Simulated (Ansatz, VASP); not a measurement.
## Ru: VASP beside Ansatz

INCAR

```
PREC     = Accurate       # precision mode
ENCUT    = 520            # plane-wave cutoff, eV
EDIFF    = 1E-6           # SCF threshold, eV
ISMEAR   = -1             # smearing method
SIGMA    = 0.1            # smearing width, eV
LREAL    = F              # projectors in reciprocal space
LASPH    = T              # aspherical terms in the spheres
NELM     = 80             # most SCF steps
ALGO     = Normal         # electronic algorithm
ISIF     = 2              # what is computed and relaxed
LWAVE    = F              # write WAVECAR
LCHARG   = T              # write CHGCAR
GGA      = PS             # functional
LELF     = T              # ELF
LVHAR    = T            
NBANDS   = 28             # bands
```

The input KPOINTS:

```
Automatic mesh
0
Gamma
  10 10 13
```

Contents of POSCAR:

```
Ru
1.0
    4.1666281950      0.0000000000      0.0000000000
   -2.0833140975      3.6084058650      0.0000000000
    0.0000000000      0.0000000000      2.6149435485
Ru
3
Direct
    0.0000000000      1.0000000000      0.0000000000
    0.3333333333      0.6666666667      0.5000000000
    0.6666666667      0.3333333333      0.5000000000
```

Input for Ansatz:

```yaml
crystal:
  lattice:
    - [4.166628195, 0.0, 0.0]
    - [-2.0833140975, 3.608405865, 0.0]
    - [0.0, 0.0, 2.6149435485]
  atoms:
    - { symbol: Ru, position: [0.0, 1.0, 0.0] }
    - { symbol: Ru, position: [0.3333333333, 0.6666666667, 0.5] }
    - { symbol: Ru, position: [0.6666666667, 0.3333333333, 0.5] }
hamiltonian:
  xc: pbesol
  pseudopotentials:
    kind: paw
    azcp:
      Ru: "pseudopotentials/Ru.paw.azcp"
basis:
  ecutwfc: 420
  fft_grid_basis: typed
kpoints:
  mp_grid: { grid: [10, 10, 13], shift: [0, 0, 0] }
magnetization:
  spin_polarized: false
scf:
  occupations: { method: fermi_dirac, width: 0.1 }
  lower_state_search: "off"
output:
  stress: true
```

Alike in both runs: task single point; functional PBEsol; k mesh 10 × 10 × 13; occupations fermi-dirac, width 0.1 eV; no spin polarisation.

|  | VASP | Ansatz |
| --- | --- | --- |
| version | VASP 6.6.1 | Ansatz 0.2.0 |
| potentials or method | VASP PAW PBE potentials, release 64 (Ru_pv) | plane waves (420 eV) with PAW, scalar-relativistic |
| plane-wave cutoff (eV) | 520 | 420 |
| valence electrons in the cell | 42 | 48 |

|  | VASP | Ansatz | Ansatz less VASP |
| --- | --- | --- | --- |
| pressure (GPa) | 14.8 | 14.7 | -0.13 |
| largest component of the traceless stress (GPa) | 0.87 | 0.71 | -0.165 |

The two sets of potentials don't hold the same shells in valence. Ansatz warned: «pseudo_functional_mismatch».

Caveats: the PAW data sets were made with another functional, which shifts forces and pressure a little (VASP).
